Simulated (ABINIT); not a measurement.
Runs of ABINIT 10.8.3 (patched build) on InAs. Symmetry: F-43m, No. 216, cubic system. Conventional cell: a = 6.036 Å, b = 6.036 Å, c = 6.036 Å, α = 90.00°, β = 90.00°, γ = 90.00°. In (site symmetry -43m) is surrounded by 4 As at 2.61 Å. As (site symmetry -43m) has 4 In at 2.61 Å as nearest neighbours. 

| task | level | potentials or basis | k mesh | cutoff (eV) | fine-grid cutoff | mesh quality | gap on the mesh (eV) | V0 of scaled cells (Å³/atom) | B0 (GPa) |
| --- | --- | --- | --- | --- | --- | --- | --- | --- | --- |
| equation of state | LDA-VWN | JTH PAW LDA v2.0 | 8 × 8 × 8 | 463 | 925.187 eV | not flagged | - | (a) | 60 |
| single point | LDA | JTH PAW LDA v2.0 | 5 × 5 × 5 | 463 | 925.187 eV | coarse | none | - | - |
| equation of state | WC | JTH PAW PBE v2.0 sp | 8 × 8 × 8 | 408 | 816.342 eV | not flagged | - | 28.82 | (b) |
| band structure | rPW86PBE | JTH PAW PBE v2.0 sp | 8 × 8 × 8 | 408 | 816.342 eV | not flagged | none | - | - |
| equation of state | LDA-Teter | JTH PAW LDA v2.0 sp | 8 × 8 × 8 | 408 | 816.342 eV | not flagged | - | 27.95 | 61 |

Alike in all rows: no spin polarisation; cell as given; smearing fermi-dirac 0.05 eV.

Problem. Fill in the values left out.

Solution. (a) 27.36; (b) 57.

Caveats: some runs use coarse meshes; pressures at fixed basis lie under the slope of the energies (some runs); this set keeps more shells in the core, which shifts pressures and gaps (some runs); the atomic spheres overlap (some runs); this crystal is a semiconductor, whose small gap the functional closes, so the metal is an error of the method (some runs); the PAW data sets were made with another functional, which shifts forces and pressure a little (some runs); spin-orbit coupling is left out, which moves the levels of the heavy elements (some runs).

A k mesh can miss the band edges, and the runs leave out spin-orbit coupling on As, In.

A gap of «none» marks a metal or a gap under the smearing width.

The runs don't all hold the same shells in valence.
